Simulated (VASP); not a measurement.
The system is MgS.

```
CELL_PARAMETERS angstrom
0.00000 2.83312 2.83312
2.83312 0.00000 2.83312
2.83312 2.83312 0.00000
ATOMIC_POSITIONS crystal
S 0.25000 0.25000 0.25000
Mg 0.00000 0.00000 0.00000
```

The cell comes from a database or a generator and needn't be the stable form of this composition.

Base run:

| Property | Result |
| --- | --- |
| Program | VASP 6.6.1 |
| Functional | TB-mBJ |
| Potentials or basis | VASP PAW PBE potentials, release 64 (S, Mg) |
| Cutoff | 520 eV |
| k mesh | 8 × 8 × 8 |
| Occupations | gaussian, width 0.02 eV |
| Spin | no spin polarisation |

Its results: band gap on the k mesh 5.04 eV, direct.

Question: The run is repeated on the same cell with these changes: functional from TB-mBJ to PBEsol. What comes out?

Answer: Band gap on the k mesh 3.29 eV, direct.
